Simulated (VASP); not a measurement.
The system is S.

```
S
1.0
     7.84837    0.00000    0.00000
    -3.92419    6.79689    0.00000
     0.00000    0.00000    4.37185
S
9
Direct
  0.10747 0.10747 0.50000
  0.44971 0.68979 0.73359
  0.68979 0.44971 0.26641
  0.89253 0.00000 0.16667
  0.24008 0.55029 0.06693
  0.31021 0.75992 0.40026
  0.55029 0.24008 0.93307
  0.75992 0.31021 0.59974
  0.00000 0.89253 0.83333
```

This isn't the form of S at room conditions, which is orthorhombic, of S8 rings.

| Property | Result |
| --- | --- |
| Program | VASP 6.6.1 |
| Task | relaxation of cell and atoms |
| Functional | PBEsol |
| Potentials or basis | VASP PAW PBE potentials, release 64 (S) |
| Cutoff | 600 eV |
| k mesh | 3 × 3 × 2 |
| Occupations | gaussian, width 0.02 eV |
| Spin | no spin polarisation |

At the start: pressure 0.5 GPa; volume 25.91 Å³/atom.

Question: Where does the relaxation end?

Answer: Over 39 steps the energy falls by 14.0 meV/atom and the volume is 22.55 Å³/atom (-13.0 %); space group P3_221 (No. 154, to 0.05 Å).

Step by step:
```csv
step,energy change (eV),largest force (eV/Å),pressure (GPa),volume (Å³)
1,0.0000,0.4746,0.54,233.21
2,-0.0019,0.2959,-1.81,236.16
3,-0.0244,0.0867,-0.68,234.70
4,-0.0393,0.0530,-0.53,231.84
5,-0.0535,0.0528,-0.15,225.45
6,-0.0678,0.0166,-0.23,222.41
7,-0.1015,0.1186,-0.37,213.41
8,-0.1036,0.3200,-0.15,195.95
9,-0.1166,0.1873,-0.29,205.75
10,-0.1104,0.3355,1.01,199.40
11,-0.1231,0.0556,0.23,203.07
12,-0.1221,0.1755,-0.33,203.03
13,-0.1244,0.0442,-0.01,203.06
14,-0.1246,0.0208,-0.04,203.00
15,-0.1247,0.0175,-0.04,203.01
16,-0.1247,0.0262,0.07,202.79
17,-0.1247,0.0171,0.03,202.87
18,-0.1248,0.0149,0.03,202.85
19,-0.1250,0.0213,0.01,202.79
20,-0.1248,0.0579,-0.02,202.68
21,-0.1250,0.0268,0.00,202.76
22,-0.1250,0.0258,0.00,202.75
23,-0.1252,0.0229,-0.02,202.71
24,-0.1253,0.0169,-0.05,202.65
25,-0.1252,0.0471,-0.12,202.52
26,-0.1254,0.0192,-0.07,202.61
27,-0.1255,0.0094,-0.01,202.45
28,-0.1255,0.0110,0.02,202.40
29,-0.1255,0.0128,0.02,202.38
30,-0.1255,0.0066,0.02,202.40
31,-0.1255,0.0073,0.02,202.43
32,-0.1255,0.0094,0.00,202.51
33,-0.1256,0.0116,-0.02,202.59
34,-0.1256,0.0091,-0.01,202.62
35,-0.1256,0.0089,0.00,202.70
36,-0.1256,0.0138,0.02,202.87
37,-0.1256,0.0089,0.01,202.81
38,-0.1256,0.0067,0.01,202.89
39,-0.1256,0.0041,0.01,202.99
```

Final structure:
```cif
data_structure
_symmetry_space_group_name_H-M 'P 1'
_symmetry_Int_Tables_number 1
_cell_length_a 7.3611
_cell_length_b 7.3611
_cell_length_c 4.3258
_cell_angle_alpha 90.000
_cell_angle_beta 90.000
_cell_angle_gamma 120.000
_cell_volume 202.99
loop_
_atom_site_label
_atom_site_type_symbol
_atom_site_fract_x
_atom_site_fract_y
_atom_site_fract_z
_atom_site_occupancy
S1 S 0.11878 0.11878 0.50000 1
S2 S 0.46101 0.69323 0.74205 1
S3 S 0.69323 0.46101 0.25795 1
S4 S 0.88122 0.00000 0.16667 1
S5 S 0.23222 0.53899 0.07539 1
S6 S 0.30677 0.76778 0.40872 1
S7 S 0.53899 0.23222 0.92461 1
S8 S 0.76778 0.30677 0.59128 1
S9 S 0.00000 0.88122 0.83333 1
```

Caveat: the k mesh is coarse (spacing up to 0.72 Å⁻¹), so the values aren't converged; the PAW data sets were made with another functional, which shifts forces and pressure a little.
